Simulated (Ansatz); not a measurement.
All numbers below come from DFT PBE, scalar-relativistic, plane waves, PAW in Ansatz 0.2.0. All cells share a 420 eV cutoff and Γ-centred k meshes spaced at most about 0.3 Å⁻¹ (about 0.25 or finer for metals, 2π included). No spin polarisation in the final relaxations.

These are static total energies at zero pressure.

Two relaxed structures of In₃GaP₄:

A.

```yaml
crystal:
  lattice:
    - [3.86196, -5.44977, 0.00000]
    - [3.86196, 5.44977, 0.00000]
    - [0.00000, 0.00000, 3.84584]
  atoms:
    - { symbol: In, position: [0.00000, 0.50000, 0.00000] }
    - { symbol: In, position: [0.00000, 0.00000, 0.50000] }
    - { symbol: In, position: [0.50000, 0.00000, 0.00000] }
    - { symbol: Ga, position: [0.50000, 0.50000, 0.50000] }
    - { symbol: P, position: [0.73594, 0.73594, 0.00000] }
    - { symbol: P, position: [0.74034, 0.25966, 0.50000] }
    - { symbol: P, position: [0.25966, 0.74034, 0.50000] }
    - { symbol: P, position: [0.26406, 0.26406, 0.00000] }
```

B.

```yaml
crystal:
  lattice:
    - [5.84617, 0.00000, 0.00000]
    - [0.00000, 5.84617, 0.00000]
    - [0.00000, 0.00000, 5.84617]
  atoms:
    - { symbol: In, position: [0.00000, 0.00000, 0.50000] }
    - { symbol: In, position: [0.00000, 0.50000, 0.00000] }
    - { symbol: In, position: [0.50000, 0.00000, 0.00000] }
    - { symbol: Ga, position: [0.50000, 0.50000, 0.50000] }
    - { symbol: P, position: [0.26097, 0.26097, 0.26097] }
    - { symbol: P, position: [0.26097, 0.73903, 0.73903] }
    - { symbol: P, position: [0.73903, 0.26097, 0.73903] }
    - { symbol: P, position: [0.73903, 0.73903, 0.26097] }
```

Problem. Which would you expect to be lower, and how large is the difference?

Solution. B is lower, by 287 meV/atom. A has In and Ga ordered on rock salt sites, space group Cmmm (No. 65), 20.2 Å³/atom and no gap on its mesh; B has In and Ga ordered on zinc blende sites, space group P-43m (No. 215), 25.0 Å³/atom and a gap of 0.62 eV. Counting P atoms around Ga and In (those within 1.25 times the shortest such distance or 1.15 times the sum of covalent radii), A has In 6, Ga 6 and B has In 4, Ga 4. The lower one is the more open, so pressure narrows the difference. Both come from invented guesses.

Kohn–Sham gaps at this level usually fall short of measured ones. Cells relaxed within their symmetry can be saddle points.
